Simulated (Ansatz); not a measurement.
# Structure relaxation of Mo

Theory: Ansatz 0.2.0, DFT PBEsol, scalar-relativistic, plane waves, PAW. Cutoff 420 eV, Γ-centred k mesh, Gaussian smearing, no spin polarisation in the final step.

The start puts Mo on the graphite structure type (P6_3/mmc, No. 194), at a guessed volume.

```
CELL_PARAMETERS angstrom
3.07413 0.00000 0.00000
-1.53707 2.66228 0.00000
0.00000 0.00000 8.37263
ATOMIC_POSITIONS crystal
Mo 0.00000 0.00000 0.25000
Mo 0.00000 0.00000 0.75000
Mo 0.33333 0.66667 0.75000
Mo 0.66667 0.33333 0.25000
```

Cell and atoms relax at zero pressure; the relaxation can't lower the symmetry of the start. After a coarse first stage the cell is made exact in the group found at 0.06 Å.

Energies count from the standard state of Mo at the same level.

Task: Describe the relaxed structure.

Result: It keeps P6_3/mmc (No. 194), but not the shape of the type it started on. Conventional cell: a = 4.213 Å, c = 4.868 Å. Around Mo on Wyckoff site b (2 atoms of the primitive cell) lie 5 Mo at 2.43 Å; around Mo on Wyckoff site d (2 atoms of the primitive cell) lie 3 Mo at 2.43 Å.

```
Mo
1.0
     4.21311    0.00000    0.00000
    -2.10655    3.64866    0.00000
     0.00000    0.00000    4.86792
Mo
4
Cartesian
  0.0000 0.0000 1.2170
  0.0000 0.0000 3.6509
  0.0000 2.4324 3.6509
  2.1066 1.2162 1.2170
```

Task: What are its volume, energy, density and gap?

Result: The volume per atom is 18.71 Å³ and the density is 8.52 g/cm³. The energy over the standard structure is 1.35 eV/atom and the gap on the 12×12×10 mesh is 0 eV (a metal).

The final run used a 12×12×10 mesh on its 4-atom cell and 0.10 eV smearing. For metals, differences of a few meV/atom aren't resolved. Symmetry constrained the relaxation, so the result can be a saddle point.

This form isn't the element's structure at ambient conditions.